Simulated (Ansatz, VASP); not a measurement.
Ge: VASP beside Ansatz

```
Ge
1.0
     1.36863   -2.54743    0.00000
     1.36863    2.54743    0.00000
     0.00000    0.00000    2.64315
Ge
1
Direct
  0.50000 0.50000 0.00000
```

This isn't the form of Ge at room conditions, which is diamond.

Alike in both runs: task single point; functional LDA; k mesh 11 × 11 × 10; occupations fermi-dirac, width 0.05 eV; no spin polarisation.

|  | VASP | Ansatz |
| --- | --- | --- |
| version | VASP 6.6.1 | Ansatz 0.2.0 |
| potentials or method | VASP PAW LDA potentials, release 64 (Ge_d) | Ansatz PAW |
| plane-wave cutoff (eV) | 520 | 420 |
| valence electrons in the cell | 14 | 14 |

```csv
,VASP,Ansatz,Ansatz less VASP
gap on the k mesh at the Fermi level (eV),none,none,-
pressure (GPa),-1.8,-1.8,+0.07
largest component of the traceless stress (GPa),1.79,1.82,+0.033
```

A gap of «none» marks a metal or a gap that the smearing closes.

Caveats: the PAW data sets come from PBE, with cores solved anew for the run's functional, which leaves a small shift of forces and pressure (Ansatz).
